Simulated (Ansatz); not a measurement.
# Si: properties at the relaxed cell

An exercise on one series of results from a longer session: the logs are not shown, and one member is left open.

The COD entry's cell or inner coordinates are ideal or old and differ from later refinements, so a difference from it is no clean test against experiment.

Computed with Ansatz 0.2.0 (DFT PBE, scalar-relativistic, plane waves, PAW, unless a step's input says otherwise).

1 further run of the same task is left out (set aside as unsound or not needed).

## The system as given

It takes space group Fd-3m (No. 227, cubic). The conventional cell has a = 5.470 Å, b = 5.470 Å, c = 5.470 Å, α = 90.00°, β = 90.00°, γ = 90.00°. Si (site symmetry -43m) is surrounded by 4 Si at 2.37 Å.

Structure file:

```cif
data_structure
_symmetry_space_group_name_H-M 'P 1'
_symmetry_Int_Tables_number 1
_cell_length_a 3.8676
_cell_length_b 3.8676
_cell_length_c 3.8676
_cell_angle_alpha 60.000
_cell_angle_beta 60.000
_cell_angle_gamma 60.000
_cell_volume 40.91
loop_
_atom_site_label
_atom_site_type_symbol
_atom_site_fract_x
_atom_site_fract_y
_atom_site_fract_z
_atom_site_occupancy
Si1 Si 0.75000 0.75000 0.75000 1
Si2 Si 0.50000 0.50000 0.50000 1
```

It is the result of an earlier relaxation at this level (volume 20.45 Å³/atom; gap on the mesh: 0.62 eV).

Set-up of the first run:

The input, input.yaml:

```yaml
crystal:
  lattice:
    - [0.0, 2.7348383262, 2.7348383262]
    - [2.7348383262, 0.0, 2.7348383262]
    - [2.7348383262, 2.7348383262, 0.0]
  atoms:
    - { symbol: Si, position: [0.75, 0.75, 0.75] }
    - { symbol: Si, position: [0.5, 0.5, 0.5] }
basis:
  ecutwfc: 420
kpoints:
  mp_grid: { grid: [10, 10, 10] }
  band_path:
    path:
      - [[0.0, 0.0, 0.0], [0.5, 0.0, 0.5], [0.625, 0.25, 0.625]]
      - [[0.375, 0.375, 0.75], [0.0, 0.0, 0.0], [0.5, 0.5, 0.5], [0.5, 0.25, 0.75], [0.5, 0.0, 0.5]]
    npoints: 14
hamiltonian:
  xc: pbe
scf:
  occupations: { method: gaussian, width: 0.02 }
  n_extra_bands: 6
output:
  forces: true
  stress: true
  eigenvalues: true
  populations: true
  dos: { projected: true, de: 0.02, nscf_kmesh: { grid: [15, 15, 15] } }
  bader: true
  write_density: true
  write_potential: true
  elf: true
  volumetric_format: npy
```

Started as:

```sh
> ansatz run input.yaml --threads 1 --pin off --max-ram 2560MiB --backend cpu --events-out ev --progress --plain --runs-dir out
```

Among the steps run: Bands, states and charges; Seeking the band edges over the whole zone; Levels beside the edges; Point at V/V0 = 0.97; Point at V/V0 = 1.03; The cell scaled to 0.94 of its volume; Point at V/V0 = 1.06.

One table of the session follows, with a row left open; its other results are not shown here.

It belongs to the step «Equation of state». 

| volume (Å³/atom) | energy above the lowest point (meV/atom) | pressure (GPa) | gap on the mesh (eV) |
| --- | --- | --- | --- |
| 19.228 | 23.0 | 6.30 | 0.51 |
| 19.841 | 5.5 | 2.92 | 0.56 |
| 20.455 | 0.0 | 0.03 | 0.62 |
| 21.068 | ? | ? | ? |
| 21.682 | 18.2 | -4.54 | 0.71 |

**Question.** Estimate the row for volume (Å³/atom) = 21.068.

Worked estimate for «energy above the lowest point (meV/atom)». A straight line through the neighbours (20.455, 0.0) and (21.682, 18.2) gives 0.0 + (18.2 − 0.0) × (21.068 − 20.455) / (21.682 − 20.455) = 9.1; a parabola fitted to 3 rows on both sides gives 4.2.

As computed: energy above the lowest point (meV/atom): 4.7; pressure (GPa): -2.44; gap on the mesh (eV): 0.66. In «energy above the lowest point (meV/atom)» the line misses by +4.4 and the parabola by -0.5.
